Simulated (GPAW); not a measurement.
# SnTe (Fm-3m) in GPAW: a series of runs

Aim: see how the results for SnTe move with the level of theory and the settings. Levels: PBE, BP86. Tasks: equation of state, band structure.

Program: GPAW 26.7.0. These are calculated values, not measurements. Logs are shortened: lines on timing, memory, paths and dates and some standing lists are left out, and cuts for length are marked. The log counts tension as positive stress, the text compression.

**Measured values to compare with.**

A printed reference work, textbook reports, for a bulk crystal of SnTe at 300 K: band gap 0.18 eV (direct).

The results are compared with them further down.

## Step 1: Starting point

The structure is cubic, space group Fm-3m (No. 225). The conventional cell has a = 6.302 Å, b = 6.302 Å, c = 6.302 Å, α = 90.00°, β = 90.00°, γ = 90.00°. Te (site symmetry m-3m) has 6 Sn at 3.15 Å as nearest neighbours. Sn (site symmetry m-3m) is surrounded by 6 Te at 3.15 Å.

## Step 2: Equation of state, PBE

File run.py:

```python
from ase.eos import EquationOfState
from ase.io import Trajectory, read
from ase.units import GPa
from gpaw import GPAW

atoms = read('SnTe.xyz')

traj = Trajectory('eos.traj', 'w')
volumes, energies = [], []
for x in [0.94, 0.96, 0.98, 1.0, 1.02, 1.04, 1.06]:
    a = atoms.copy()
    a.set_cell(atoms.cell * x**(1 / 3), scale_atoms=True)
    calc = GPAW(mode='fd',
                h=0.16,
                xc='PBE',
                kpts={'size': (6, 6, 6), 'gamma': True},
                occupations={'name': 'fermi-dirac', 'width': 0.05},
                nbands=19,
                convergence={'density': 1e-05, 'energy': 1e-05},
                maxiter=150,
                txt=f'eos-{x:.2f}.txt')
    a.calc = calc
    energies.append(a.get_potential_energy(force_consistent=True))
    volumes.append(a.get_volume())
    calc.write(f'eos-{x:.2f}.gpw')
    traj.write(a)
    print(f'{x:.2f} {volumes[-1]:10.4f} A^3 {energies[-1]:14.6f} eV', flush=True)

v0, e0, B = EquationOfState(volumes, energies, eos='birchmurnaghan').fit()
print(f'V0 = {v0:.4f} A^3, E0 = {e0:.6f} eV, B0 = {B / GPa:.2f} GPa')
```

File SnTe.xyz:

```xyz
2
Lattice="0.0000000000 3.1508500000 3.1508500000 3.1508500000 0.0000000000 3.1508500000 3.1508500000 3.1508500000 0.0000000000" Properties=species:S:1:pos:R:3 pbc="T T T"
Te     3.1508500000      3.1508500000      3.1508500000
Sn     0.0000000000      0.0000000000      0.0000000000
```

Potentials or basis: GPAW PAW data sets (gpaw-data 1.2.1), fd.

Started as:

```console
OMP_NUM_THREADS=1 python run.py
```

The program printed:

```text
__  _  _
 | _ |_)|_||  |
 |__||  | ||/\| - 26.7.0

Input parameters:
  mode=FD(),
  convergence={'density': 1e-05, 'energy': 1e-05},
  h=0.16,
  kpts=MonkhorstPack(size=(6, 6, 6), gamma=True),
  maxiter=150,
  nbands=19,
  occupations=Occupations(name='fermi-dirac', width=0.05),
  xc=XC(name='PBE')

Diagonalizing LCAO Hamiltonian
Converting LCAO to fd mode

                Te

       Sn

Atoms  # Å, Bohr magnetons
|   | symbol |        x |        y |        z |    initial magnetic moments |
|---|--------|----------|----------|----------|-----------------------------|
| 0 |     Te | 3.108266 | 3.108266 | 3.108266 | ( 0.0000,  0.0000,  0.0000) |
| 1 |     Sn | 0.000000 | 0.000000 | 0.000000 | ( 0.0000,  0.0000,  0.0000) |

Unit cell  # Å
| periodic |        x |        y |        z |  lengths |    angles |
|----------|----------|----------|----------|----------|-----------|
|      yes | 0.000000 | 3.108266 | 3.108266 | 4.395752 | 60.000000 |
|      yes | 3.108266 | 0.000000 | 3.108266 | 4.395752 | 60.000000 |
|      yes | 3.108266 | 3.108266 | 0.000000 | 4.395752 | 60.000000 |

Number of symmetries: 48
Symmetry operations  # r_c * U_cc + t_c -> r_c
|    | kind |            matrix            |
|----|------|------------------------------|
|  0 |  σ   |  1, 0, 0,  1, 0,-1,  1,-1, 0 |
|  1 |  C2  |  1, 0, 0,  1,-1, 0,  1, 0,-1 |
|  2 |  E   |  1, 0, 0,  0, 1, 0,  0, 0, 1 |
|  3 |  σ   |  1, 0, 0,  0, 0, 1,  0, 1, 0 |
|  4 |  C4  |  1, 0,-1,  1, 0, 0,  1,-1, 0 |
|  5 |  S6  |  1, 0,-1,  1,-1, 0,  1, 0, 0 |
|  6 |  σ   |  1, 0,-1,  0, 1,-1,  0, 0,-1 |
|  7 |  C3  |  1, 0,-1,  0, 0,-1,  0, 1,-1 |
|  8 |  S6  |  1,-1, 0,  1, 0, 0,  1, 0,-1 |
|  9 |  C4  |  1,-1, 0,  1, 0,-1,  1, 0, 0 |
| 10 |  C3  |  1,-1, 0,  0,-1, 1,  0,-1, 0 |
| 11 |  σ   |  1,-1, 0,  0,-1, 0,  0,-1, 1 |
| 12 |  σ   |  0, 1, 0,  1, 0, 0,  0, 0, 1 |
| 13 |  C4  |  0, 1, 0,  0, 1,-1, -1, 1, 0 |
| 14 |  C3  |  0, 1, 0,  0, 0, 1,  1, 0, 0 |
| 15 |  S6  |  0, 1, 0, -1, 1, 0,  0, 1,-1 |
| 16 |  C2  |  0, 1,-1,  1, 0,-1,  0, 0,-1 |
| 17 |  σ   |  0, 1,-1,  0, 1, 0, -1, 1, 0 |
| 18 |  S4  |  0, 1,-1,  0, 0,-1,  1, 0,-1 |
| 19 |  C4  |  0, 1,-1, -1, 1, 0,  0, 1, 0 |
| 20 |  C3  |  0, 0, 1,  1, 0, 0,  0, 1, 0 |
| 21 |  σ   |  0, 0, 1,  0, 1, 0,  1, 0, 0 |
| 22 |  S6  |  0, 0, 1,  0,-1, 1, -1, 0, 1 |
| 23 |  C4  |  0, 0, 1, -1, 0, 1,  0,-1, 1 |
| 24 |  S4  |  0, 0,-1,  1, 0,-1,  0, 1,-1 |
| 25 |  C3  |  0, 0,-1,  0, 1,-1,  1, 0,-1 |
| 26 |  C2  |  0, 0,-1,  0,-1, 0, -1, 0, 0 |
| 27 |  S6  |  0, 0,-1, -1, 0, 0,  0,-1, 0 |
| 28 |  S4  |  0,-1, 1,  1,-1, 0,  0,-1, 0 |
| 29 |  C4  |  0,-1, 1,  0, 0, 1, -1, 0, 1 |
| 30 |  C2  |  0,-1, 1,  0,-1, 0,  1,-1, 0 |
| 31 |  σ   |  0,-1, 1, -1, 0, 1,  0, 0, 1 |
| 32 |  C3  |  0,-1, 0,  1,-1, 0,  0,-1, 1 |
| 33 |  S6  |  0,-1, 0,  0, 0,-1, -1, 0, 0 |
| 34 |  S4  |  0,-1, 0,  0,-1, 1,  1,-1, 0 |
| 35 |  C2  |  0,-1, 0, -1, 0, 0,  0, 0,-1 |
| 36 |  C2  | -1, 1, 0,  0, 1, 0,  0, 1,-1 |
| 37 |  S6  | -1, 1, 0,  0, 1,-1,  0, 1, 0 |
| 38 |  S4  | -1, 1, 0, -1, 0, 1, -1, 0, 0 |
| 39 |  C3  | -1, 1, 0, -1, 0, 0, -1, 0, 1 |
| 40 |  S6  | -1, 0, 1,  0, 0, 1,  0,-1, 1 |
| 41 |  C2  | -1, 0, 1,  0,-1, 1,  0, 0, 1 |
| 42 |  C3  | -1, 0, 1, -1, 1, 0, -1, 0, 0 |
| 43 |  S4  | -1, 0, 1, -1, 0, 0, -1, 1, 0 |
| 44 |  C2  | -1, 0, 0,  0, 0,-1,  0,-1, 0 |
| 45 |  i   | -1, 0, 0,  0,-1, 0,  0, 0,-1 |
| 46 |  σ   | -1, 0, 0, -1, 1, 0, -1, 0, 1 |
| 47 |  C2  | -1, 0, 0, -1, 0, 1, -1, 1, 0 |

BZ-sampling:
  Number of BZ points: 216
  Number of IBZ points: 16

  Monkhorst-Pack size: [6, 6, 6]
  Monkhorst-Pack shift: [0.08333333333333333, 0.08333333333333333, 0.08333333333333333]

K-points  # in reciprocal-cell coordinates
|     |                                coordinates |     weight |
|-----|--------------------------------------------|------------|
|   0 | (  0.00000000,   0.00000000,   0.00000000) | 0.00462963 |
|   1 | (  0.16666667,   0.16666667,   0.00000000) | 0.02777778 |
|   2 | (  0.16666667,   0.16666667,   0.16666667) | 0.03703704 |
|   3 | (  0.33333333,   0.16666667,   0.16666667) | 0.05555556 |
|   4 | (  0.33333333,   0.33333333,  -0.33333333) | 0.05555556 |
|   5 | (  0.33333333,   0.33333333,   0.00000000) | 0.02777778 |
|   6 | (  0.33333333,   0.33333333,   0.16666667) | 0.11111111 |
|   7 | (  0.33333333,   0.33333333,   0.33333333) | 0.03703704 |
|   8 | (  0.50000000,   0.33333333,  -0.33333333) | 0.11111111 |
|   9 | (  0.50000000,   0.33333333,  -0.16666667) | 0.05555556 |
| ... |                                            |            |
|  15 | (  0.50000000,   0.50000000,   0.50000000) | 0.01851852 |

Uniform wave function grid shape: (np.int64(24), np.int64(24), np.int64(24))
Spin-components: 1 (collinear spins)
Bands:           19
Projectors:      11
Spin-degeneracy: 2
Datatype:        complex128

Parallelization:
  kpt:    1
  domain: 1
  band:   1

Density:
  Valence electrons: 20.0
  Components: 1
  Grid points: [24 24 24]
  Charge: 0.0  # |e|

Potential:
  Grid points: [24 24 24]

species:
  Te:
    name:    Tellurium
    Z:       52.0
    valence: 6
    core:    46
    charge:  0.0  # [|e|]
    compensation charges:
      type: gauss
      rc: 0.36  # [Å]
      lmax: 2
    cutoffs:
      filter: 2.09  # [Å]
      core: 3.17  # [Å]
    projectors
    | kind |    occ | energy [eV] | rcut [Å] |
    |------|--------|-------------|----------|
    |   5s |  2.000 |     -15.089 |    1.180 |
    |   5p |  4.000 |      -5.955 |    1.196 |
    |    s |        |      12.123 |    1.180 |
    |    p |        |      21.256 |    1.196 |
    |    d |        |       0.000 |    1.238 |

    Using partial waves for Te as LCAO basis

  Sn:
    name:    Tin
    Z:       50.0
    valence: 14
    core:    36
    charge:  0.0  # [|e|]
    compensation charges:
      type: gauss
      rc: 0.38  # [Å]
      lmax: 2
    cutoffs:
      filter: 2.23  # [Å]
      core: 2.35  # [Å]
    projectors
    | kind |    occ | energy [eV] | rcut [Å] |
    |------|--------|-------------|----------|
    |   5s |  2.000 |     -10.538 |    1.201 |
    |   5p |  2.000 |      -3.696 |    1.270 |
    |   4d | 10.000 |     -25.845 |    1.185 |
    |    s |        |      16.674 |    1.201 |
    |    p |        |      23.515 |    1.270 |
    |    d |        |       1.367 |    1.185 |

    Using partial waves for Sn as LCAO basis

Reference energy: -352801.376741  # eV

eigensolver:
  PPCG
  Converge bands: occupied
  niter=2

density mixing:
  MSR1-Mixer
  Pratt-step length: 0.05
  Maximum mixing coefficient: 0.75
  Old densities: 10
  SVD Regularization: 0.005
  Good broyden scale: 1.0
  Trust region scale: 1.0
  Backstep threshold: 4.0
  History deletion threshold: 6.0
  Fourier metric: weight=20.0, sigma=0.015

occupation numbers:
  Fermi-Dirac:
    width: 0.0500  # eV

FastPoissonSolver using
    Stencil: 12*3+1=37 point O(h^6) finite-difference Laplacian
    FFT axes: [np.int64(0), np.int64(1), np.int64(2)]
    FST axes: []

xc functional:
  name: PBE with 2 nearest neighbor stencil
interpolation: tri-quintic # 5. degree polynomial

convergence criteria:
- Maximum integral of absolute [dens]ity change: 1e-05 electrons / valence electron
- Maximum [total energy] change in last 3 cyles: 1e-05 eV / valence electron
- Maximum integral of absolute [eigenst]ate change: 4e-08 eV^2 / valence electron
maximum number of iterations: 150

SCF iterations
|iter     | |      energy | eigst |  dens |
|---------|-|-------------|-------|-------|
|iter:   1| |   -7.780834 | +0.42 |       |
|iter:   2| |   -7.801407 | -1.00 | -1.51 |
|iter:   3| |   -7.782059 | -1.76 | -1.54 |
|iter:   4| |   -7.781184 | -2.73 | -2.05 |
|iter:   5| |   -7.781547 | -3.67 | -2.51 |
|iter:   6| |   -7.781602 | -4.58 | -3.02 |
|iter:   7| |   -7.781602c| -5.66 | -3.91 |
|iter:   8| |   -7.781602c| -6.50 | -4.35 |
|iter:   9| |   -7.781602c| -7.37 | -5.09c|
|iter:  10| |   -7.781602c| -7.81c| -5.68c|

Converged in 10 steps
Energy contributions relative to reference atoms: (reference = -352801.376741)

Energy contributions:
  Kinetic:          18.003618
  Coulomb:         -17.427409
  Zero:              0.180134
  External:          0.000000
  Xc:               -8.537220
  Entropy:          -0.001452
  Spinorbit:         0.000000
  ----------------------------
  Free energy:      -7.782328
  Extrapolated:     -7.781602

dipole moment: (-21.085832, -21.085832, -21.085832)  # |e|*Ang

Fermi level: 7.048
Eigenvalues  # (at kpt = [0.000, 0.000, 0.000])
| band index |      eig [eV] | occ [0-2] |
|------------|---------------|-----------|
|          0 |       -14.965 |     2.000 |
|        ... |               |           |
|          2 |       -14.957 |     2.000 |
|          3 |       -14.957 |     2.000 |
|          4 |       -14.956 |     2.000 |
|          5 |        -6.139 |     2.000 |
|          6 |         2.470 |     2.000 |
|          7 |         4.694 |     2.000 |
[... 9 lines left out ...]
|         17 |        13.905 |     0.000 |
|         18 |        14.178 |     0.000 |

Gap: 0.234 eV
Transition (v -> c):
  (s=0, k=15, n=9, [0.50, 0.50, 0.50]) -> (s=0, k=15, n=10, [0.50, 0.50, 0.50])
No difference between direct/indirect transitions
# Writing to eos-0.96.gpw (mode='')
```

stdout:

```text
0.94    58.8086 A^3      -7.744095 eV
0.96    60.0599 A^3      -7.782328 eV
0.98    61.3111 A^3      -7.810865 eV
1.00    62.5624 A^3      -7.830902 eV
1.02    63.8136 A^3      -7.843355 eV
1.04    65.0649 A^3      -7.849104 eV
1.06    66.3161 A^3      -7.848932 eV
V0 = 65.6450 A^3, E0 = -7.849720 eV, B0 = 37.61 GPa
```

Run time: 3.5 min. Hardware: 1 thread of Arm Neoverse V1, shared host; peak memory 0.72 GiB.

What came out:

| Item | Value |
| --- | --- |
| Equilibrium volume | 32.82 Å³/atom |
| Bulk modulus | 38 GPa |
| Pressure derivative of the bulk modulus | 5.4 |

Energy against volume, from the lowest point:
| volume (Å³/atom) | energy (meV/atom) |
| --- | --- |
| 29.404 | 52.50 |
| 30.030 | 33.39 |
| 30.656 | 19.12 |
| 31.281 | 9.10 |
| 31.907 | 2.87 |
| 32.532 | 0.00 |
| 33.158 | 0.09 |

Caveat: the real-space grid adds noise to forces.

## Step 3: Band structure, BP86, spin-orbit coupling, no magnetisation

File run.py:

```python
import numpy as np
from ase import Atoms
from ase.dft.bandgap import bandgap
from ase.io import write
from ase.units import GPa
from gpaw import GPAW, PW, setup_paths
from gpaw.spinorbit import soc_eigenstates

setup_paths.insert(0, '.')

atoms = Atoms(['Te', 'Sn'],
              cell=[[0.0, 3.15085, 3.15085],
                    [3.15085, 0.0, 3.15085],
                    [3.15085, 3.15085, 0.0]],
              scaled_positions=[[0.5, 0.5, 0.5],
                                [0.0, 0.0, 0.0]],
              pbc=True)

calc = GPAW(mode=PW(600),
            xc='GGA_X_B88+GGA_C_P86',
            kpts={'size': (6, 6, 6), 'gamma': True},
            occupations={'name': 'fermi-dirac', 'width': 0.05},
            nbands=19,
            convergence={'density': 1e-05, 'energy': 1e-05},
            maxiter=150,
            txt='gpaw.txt')
atoms.calc = calc
energy = atoms.get_potential_energy()
forces = atoms.get_forces()
stress = atoms.get_stress()
calc.write('gs.gpw')
write('result.traj', atoms)
print(f'Energy: {energy:.6f} eV')
print('Forces (eV/A):')
print(forces.round(4))
print('Stress (GPa):', (stress / GPa).round(3))
print('Fermi level:', round(calc.get_fermi_level(), 4), 'eV')
print(f'Gap: {bandgap(calc)[0]:.4f} eV, direct: {bandgap(calc, direct=True)[0]:.4f} eV')

path = atoms.cell.bandpath('GXWKGLUWLK,UX', npoints=80, eps=1e-4)
bs_calc = calc.fixed_density(kpts=path, symmetry='off', nbands=32,
                             convergence={'bands': 'CBM+6.0', 'eigenstates': 1e-6}, txt='bands.txt')
bs = bs_calc.band_structure()
bs.write('bs.json')
print(f'Gap on the path: {bandgap(bs_calc)[0]:.4f} eV')

soc = soc_eigenstates(bs_calc, theta=54.7, phi=45)
np.savetxt('soc_bands.dat', soc.eigenvalues(), fmt='%.4f')
mesh = soc_eigenstates('gs.gpw', theta=54.7, phi=45)
np.savetxt('soc_mesh.dat', mesh.eigenvalues(), fmt='%.4f')
print('Fermi level with spin-orbit coupling:', round(mesh.fermi_level, 4), 'eV')
```

Potentials or basis: PAW data sets generated in the run's folder for this functional, pw.

Started as:

```console
gpaw-setup -f GGA_X_B88+GGA_C_P86 Sn Te
OMP_NUM_THREADS=1 python run.py
```

gpaw.txt:

```text
__  _  _
 | _ |_)|_||  |
 |__||  | ||/\| - 26.7.0

Input parameters:
  mode=PW(ecut=600.0),
  convergence={'density': 1e-05, 'energy': 1e-05},
  kpts=MonkhorstPack(size=(6, 6, 6), gamma=True),
  maxiter=150,
  nbands=19,
  occupations=Occupations(name='fermi-dirac', width=0.05),
  xc=XC(name='GGA_X_B88+GGA_C_P86')

Diagonalizing LCAO Hamiltonian
Converting LCAO to pw mode

                 Te

       Sn

Atoms  # Å, Bohr magnetons
|   | symbol |        x |        y |        z |    initial magnetic moments |
|---|--------|----------|----------|----------|-----------------------------|
| 0 |     Te | 3.150850 | 3.150850 | 3.150850 | ( 0.0000,  0.0000,  0.0000) |
| 1 |     Sn | 0.000000 | 0.000000 | 0.000000 | ( 0.0000,  0.0000,  0.0000) |

Unit cell  # Å
| periodic |        x |        y |        z |  lengths |    angles |
|----------|----------|----------|----------|----------|-----------|
|      yes | 0.000000 | 3.150850 | 3.150850 | 4.455975 | 60.000000 |
|      yes | 3.150850 | 0.000000 | 3.150850 | 4.455975 | 60.000000 |
|      yes | 3.150850 | 3.150850 | 0.000000 | 4.455975 | 60.000000 |

Number of symmetries: 48
Symmetry operations  # r_c * U_cc + t_c -> r_c
|    | kind |            matrix            |
|----|------|------------------------------|
|  0 |  σ   |  1, 0, 0,  1, 0,-1,  1,-1, 0 |
|  1 |  C2  |  1, 0, 0,  1,-1, 0,  1, 0,-1 |
|  2 |  E   |  1, 0, 0,  0, 1, 0,  0, 0, 1 |
|  3 |  σ   |  1, 0, 0,  0, 0, 1,  0, 1, 0 |
|  4 |  C4  |  1, 0,-1,  1, 0, 0,  1,-1, 0 |
|  5 |  S6  |  1, 0,-1,  1,-1, 0,  1, 0, 0 |
|  6 |  σ   |  1, 0,-1,  0, 1,-1,  0, 0,-1 |
|  7 |  C3  |  1, 0,-1,  0, 0,-1,  0, 1,-1 |
|  8 |  S6  |  1,-1, 0,  1, 0, 0,  1, 0,-1 |
[... 170 lines left out ...]

SCF iterations
|iter     | |      energy | eigst |  dens |
|---------|-|-------------|-------|-------|
|iter:   1| |   -7.562231 | -0.13 |       |
|iter:   2| |   -7.553979 | -2.33 | -1.45 |
|iter:   3| |   -7.517614 | -2.68 | -1.49 |
|iter:   4| |   -7.519045 | -4.06 | -2.08 |
|iter:   5| |   -7.519273 | -4.69 | -2.57 |
|iter:   6| |   -7.519286 | -6.16 | -3.37 |
|iter:   7| |   -7.519288c| -7.05 | -3.95 |
|iter:   8| |   -7.519288c| -7.57c| -4.81 |
|iter:   9| |   -7.519288c| -8.17c| -5.99c|

Converged in 9 steps
Energy contributions relative to reference atoms: (reference = -352864.271946)

Energy contributions:
  Kinetic:          16.350821
  Coulomb:         -16.341900
  Zero:              0.171649
  External:          0.000000
  Xc:               -7.698585
  Entropy:          -0.002546
  Spinorbit:         0.000000
  ----------------------------
  Free energy:      -7.520561
  Extrapolated:     -7.519288

dipole moment: (-21.434235, -21.434235, -21.434235)  # |e|*Ang

Fermi level: 6.425
Eigenvalues  # (at kpt = [0.000, 0.000, 0.000])
| band index |      eig [eV] | occ [0-2] |
|------------|---------------|-----------|
|          0 |       -15.533 |     2.000 |
|        ... |               |           |
|          2 |       -15.522 |     2.000 |
|          3 |       -15.522 |     2.000 |
|          4 |       -15.522 |     2.000 |
|          5 |        -6.437 |     2.000 |
|          6 |         1.609 |     2.000 |
|          7 |         4.209 |     2.000 |
[... 9 lines left out ...]
|         17 |        13.366 |     0.000 |
|         18 |        13.371 |     0.000 |

Gap: 0.046 eV
Transition (v -> c):
  (s=0, k=15, n=9, [0.50, 0.50, 0.50]) -> (s=0, k=15, n=10, [0.50, 0.50, 0.50])
No difference between direct/indirect transitions

Forces  # eV/Ang
|        x |        y |        z |
|----------|----------|----------|
| -0.00000 |  0.00000 |  0.00000 |  # Te   0
| -0.00000 | -0.00000 | -0.00000 |  # Sn   1

Stress tensor  # eV/Ang^3
|         x |         y |         z |
|-----------|-----------|-----------|
| -0.016334 |  0.000000 |  0.000000 |
|  0.000000 | -0.016334 |  0.000000 |
|  0.000000 |  0.000000 | -0.016334 |

# Writing to gs.gpw (mode='')
```

Wall time 80 s (1 thread of Arm Neoverse V1, shared host); peak memory 0.36 GiB.

Results:

```yaml
Free_energy: -7.5206 eV
Pressure: 2.6 GPa
Band_gap_on_the_k_mesh: 0.27 eV, direct
Band_gap_along_the_path: 0.25 eV, indirect (least direct gap 0.27 eV)
```

Levels at the corners of the path, in eV from the valence-band top:
| point | band 17 | band 18 | band 19 | band 20 | band 21 | band 22 | band 23 | band 24 |
| --- | --- | --- | --- | --- | --- | --- | --- | --- |
| Γ | -1.72 | -1.71 | -1.71 | -1.71 | 2.80 | 2.80 | 3.75 | 3.75 |
| X | -3.86 | -3.86 | -3.36 | -3.36 | 2.45 | 2.45 | 4.58 | 4.58 |
| W | -4.59 | -4.59 | -0.71 | -0.71 | 0.95 | 0.95 | 4.71 | 4.71 |
| K | -3.20 | -3.20 | -2.51 | -2.51 | 2.90 | 2.90 | 3.44 | 3.44 |
| Γ | -1.72 | -1.71 | -1.71 | -1.71 | 2.80 | 2.80 | 3.75 | 3.75 |
| L | -1.37 | -1.37 | 0.00 | 0.00 | 0.27 | 0.27 | 0.45 | 0.45 |
| U | -3.20 | -3.20 | -2.51 | -2.51 | 2.90 | 2.90 | 3.44 | 3.44 |
| W | -4.59 | -4.59 | -0.71 | -0.71 | 0.95 | 0.95 | 4.71 | 4.71 |
| L | -1.37 | -1.37 | 0.00 | 0.00 | 0.27 | 0.27 | 0.45 | 0.45 |
| K | -3.20 | -3.20 | -2.51 | -2.51 | 2.90 | 2.90 | 3.44 | 3.44 |
| U | -3.20 | -3.20 | -2.51 | -2.51 | 2.90 | 2.90 | 3.44 | 3.44 |
| X | -3.86 | -3.86 | -3.36 | -3.36 | 2.45 | 2.45 | 4.58 | 4.58 |

Caveat: spin-orbit coupling was added after a scalar SCF, so levels and gaps hold it while energy, forces, pressure and moments don't; this program's spin-orbit splittings come out too wide for heavy elements.

## Step 4: Comparison with measurements

Step 3. A measured gap of SnTe is 0.18 eV (direct; 300 K; a printed reference work, textbook); the calculated 0.25 eV misses it by +0.07 eV. The value is that of BP86, without temperature or zero-point motion.
